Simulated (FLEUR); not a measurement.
# Ni (P6_3/mmc) in FLEUR: single point with PBE

Aim: the single point of Ni with PBE.

Everything below comes from runs of FLEUR MaX-R8.1 (later development tree). Logs are shortened: lines on timing, memory, paths and dates and some standing lists are left out, and cuts for length are marked.

## Step 1: Starting point

It takes space group P6_3/mmc (No. 194, hexagonal). Conventional cell: a = 2.448 Å, b = 2.448 Å, c = 4.073 Å, α = 90.00°, β = 90.00°, γ = 120.00°. Around Ni (site symmetry -6m2) lie 12 Ni at 2.45 to 2.48 Å.

This isn't the form of Ni at room conditions, which is fcc.

## Step 2: Single point, PBE, collinear spin, ferromagnetic start

inp.xml reads:

```xml
<?xml version="1.0" encoding="UTF-8" standalone="no"?>
<fleurInput fleurInputVersion="0.39">
   <comment>
      Ni                                                                                                  
   </comment>
   <calculationSetup>
      <cutoffs Kmax="4.71" Gmax="14.6" GmaxXC="14.6" numbands="0"/>
      <scfLoop itmax="60" minDistance="0.00001" maxIterBroyd="15" imix="Anderson" alpha="0.05" precondParam="0.0" spinf="2.0" sdNocoIR="T"/>
      <coreElectrons ctail="T" frcor="F" kcrel="0" coretail_lmax="0"/>
      <xcFunctional name="pbe" relativisticCorrections="F"/>
      <magnetism jspins="2"/>
      <soc l_soc="F" theta="0.0" phi="0.0" spav="F"/>
      <expertModes spex="0" secvar="F"/>
      <geometryOptimization l_f="T" forcealpha="1.0" forcemix="BFGS" epsdisp="0.0005" epsforce="0.0002"/>
      <ldaU l_linMix="F" mixParam="0.05" spinf="1.0"/>
   </calculationSetup>
   <cell>
      <bzIntegration valenceElectrons="36.0" mode="hist" fermiSmearingEnergy="0.00183747">
         <kPointListSelection listName="default-1"/>
         <!-- k-points included here -->
         <xi:include xmlns:xi="http://www.w3.org/2001/XInclude" href="kpts.xml"> </xi:include>
      </bzIntegration>
      <!-- symmetry operations included here -->
      <xi:include xmlns:xi="http://www.w3.org/2001/XInclude" href="sym.xml"> </xi:include>
      <bulkLattice scale="1.0">
         <bravaisMatrix>
            <row-1>    4.6260928235916561     0.0000000000000000     0.0000000000000000</row-1>
            <row-2>   -2.3130464117958280     4.0063139056071364     0.0000000000000000</row-2>
            <row-3>    0.0000000000000000     0.0000000000000000     7.6964908654976432</row-3>
         </bravaisMatrix>
      </bulkLattice>
   </cell>
   <atomSpecies>
      <species name="Nickel (Ni2.500" element="Ni" atomicNumber="28">
         <mtSphere radius="2.08" gridPoints="707" logIncrement="0.017"/>
         <atomicCutoffs lmax="9" lnonsphr="7"/>
         <electronConfig flipSpins="F">
            <coreConfig>(1s1/2) (2s1/2) (2p1/2) (2p3/2)</coreConfig>
            <valenceConfig>(3s1/2) (3p1/2) (3p3/2) (4s1/2) (3d3/2) (3d5/2)</valenceConfig>
            <stateOccupation state="(3d3/2)" spinUp="2.0" spinDown="1.2"/>
            <stateOccupation state="(3d5/2)" spinUp="3.0" spinDown="1.8"/>
         </electronConfig>
         <energyParameters s="4" p="4" d="3" f="4"/>
         <lo type="SCLO" l="0" n="3" eDeriv="0"/>
         <lo type="SCLO" l="1" n="3" eDeriv="0"/>
         <lo type="SCLO" l="1" n="3" eDeriv="1"/>
         <lo type="SCLO" l="2" n="3" eDeriv="2"/>
         <lo type="SCLO" l="3" n="4" eDeriv="2"/>
      </species>
   </atomSpecies>
   <atomGroups>
      <atomGroup species="Nickel (Ni2.500">
         <relPos label="                   1">-1.000/3.000 1.000/3.000 -1.000/4.000</relPos>
         <relPos label="                   2">1.000/3.000 -1.000/3.000 1.000/4.000</relPos>
         <force calculate="T" relaxXYZ="TTT"/>
      </atomGroup>
   </atomGroups>
   <output dos="F" band="F" slice="F">
      <checks vchk="F" cdinf="F"/>
      <bandDOS minEnergy="-.5*Htr" maxEnergy="0.5*Htr" sigma="0.015" storeEVData="T"/>
      <vacuumDOS vacdos="F" integ="F" star="F" nstars="0" locx1="0.0" locy1="0.0" locx2="0.0" locy2="0.0" nstm="0" tworkf="0.0"/>
      <unfoldingBand unfoldBand="F" supercellX="1" supercellY="1" supercellZ="1"/>
      <plotting iplot="0" polar="F">
         <plot TwoD="T" vec1="  1.0  0.0  0.0" vec2="  0.0  1.0  0.0" vec3="  0.0  0.0  1.0" zero="  0.0  0.0  0.0" file="plot"/>
      </plotting>
      <chargeDensitySlicing numkpt="0" minEigenval="0.0" maxEigenval="0.0" nnne="0" pallst="F"/>
      <specialOutput eonly="F"/>
      <moessbauerParams electricFieldGradient="T" isomerShift="T" coreHyperfine="T" valenceHyperfine="T"/>
      <magneticCircularDichroism mcd="F" energyLo="-10.0" energyUp="0.0"/>
   </output>
  <!-- We include the file relax.xml here to enable relaxations (see documentation) -->
  <xi:include xmlns:xi="http://www.w3.org/2001/XInclude" href="relax.xml"> <xi:fallback/> </xi:include>
</fleurInput>
```

crystal.txt reads:

```
Ni
&input cartesian=F /
2.4480228978  0.0000000000  0.0000000000
-1.2240114489  2.1200500186  0.0000000000
0.0000000000  0.0000000000  4.0728075700
1.8897261246
1.0 1.0 1.0

2
28 0.6666666667  0.3333333333  0.7500000000 : 2.500
28 0.3333333333  0.6666666667  0.2500000000 : 2.500

&kpt div1=12 div2=12 div3=7 gamma=T /
```

Potentials or basis: all-electron, FLAPW.

On the command line:

```console
inpgen -f crystal.txt -profile fastHighL
# inp.xml edited to the form shown
fleur_MPI
```

The program printed:

```text
Welcome to FLEUR        (www.flapw.de)
      MaX-Release 8.1          (www.max-centre.eu)

 ========== k-point set info ==========
 Selected k-point list: default-1
 k-point list type: mesh
 12 x 12 x 7
 Number of k points: 76

 ------------Calculation Setup---------------------------
 Number of MPI-tasks      :            1
 Number of PE/node        :            1
 Number of OMP-threads    :            1
 Most efficient MPI parallelization for:
           1           2           4          19          38          76
 Additional eigenvalue parallelization possible
 Number of basis functions:          330
 Approximate size of matrices (H+S) per k-point:         0.002 GB
 --------------------------------------------------------
 Iteration:     1   Distance:      39.19569823 me/bohr^3
 Iteration:     2   Distance:      38.22658499 me/bohr^3
 Iteration:     3   Distance:       9.39736778 me/bohr^3
 Iteration:     4   Distance:       2.26796992 me/bohr^3
 Iteration:     5   Distance:       5.53047089 me/bohr^3
 Iteration:     6   Distance:       2.39782236 me/bohr^3
 Iteration:     7   Distance:       1.36827874 me/bohr^3
 Iteration:     8   Distance:       1.27505489 me/bohr^3
 Iteration:     9   Distance:       0.41964559 me/bohr^3
 Iteration:    10   Distance:       0.66352775 me/bohr^3
 Iteration:    11   Distance:       0.13468527 me/bohr^3
 Iteration:    12   Distance:       0.10194552 me/bohr^3
 Iteration:    13   Distance:       0.04180706 me/bohr^3
 Iteration:    14   Distance:       0.01123179 me/bohr^3
 Iteration:    15   Distance:       0.00324657 me/bohr^3
 Iteration:    16   Distance:       0.00317450 me/bohr^3
 Iteration:    17   Distance:       0.00277152 me/bohr^3
 Iteration:    18   Distance:       0.00079939 me/bohr^3
 Iteration:    19   Distance:       0.00027188 me/bohr^3
 Iteration:    20   Distance:       0.00009259 me/bohr^3
 Iteration:    21   Distance:       0.00011697 me/bohr^3
 Iteration:    22   Distance:       0.00002602 me/bohr^3
 Iteration:    23   Distance:       0.00000252 me/bohr^3

 ********************************************************************
 Run finished successfully
 Stop message:
   Structural relaxation: Done
 ********************************************************************
```

Run time: 2.1 min. Hardware: 1 thread of Intel Xeon 6975P-C (Granite Rapids), shared host; peak memory 0.08 GiB.

What came out:

- Free energy: -82767.9733 eV
- Band gap on the k mesh: none (metal or under the smearing width)
- Net moment: 1.30 μB per cell
- Site moments: Ni +0.69 μB
- Valence electrons inside the program's atomic spheres: Ni 16.59 (radii Ni 2.08 bohr)

Levels at points of the mesh, in eV from the Fermi level:
Spin up:
```csv
k point,band 16,band 17,band 18,band 19,band 20,band 21,band 22,band 23
"(0.00, 0.00, 0.00)",-1.68,-1.68,-0.74,-0.74,-0.67,5.52,22.83,25.07
"(0.00, 0.50, 0.00)",-0.62,-0.57,-0.50,1.16,3.11,9.31,9.86,12.43
```
Spin down:
| k point | band 15 | band 16 | band 17 | band 18 | band 19 | band 20 |
| --- | --- | --- | --- | --- | --- | --- |
| (0.00, 0.00, 0.00) | -1.47 | -0.99 | -0.99 | -0.73 | -0.01 | -0.01 |
| (0.00, 0.50, 0.00) | -1.48 | 0.17 | 0.20 | 0.32 | 1.67 | 3.51 |

Core levels (eV from the Fermi level):
| atom | levels |
| --- | --- |
| 1 Ni | 1s1/2 -8202.6, 2s1/2 -973.9, 2p1/2 -848.5, 2p3/2 -831.0 |
| 2 Ni | 1s1/2 -8202.6, 2s1/2 -973.9, 2p1/2 -848.5, 2p3/2 -831.0 |
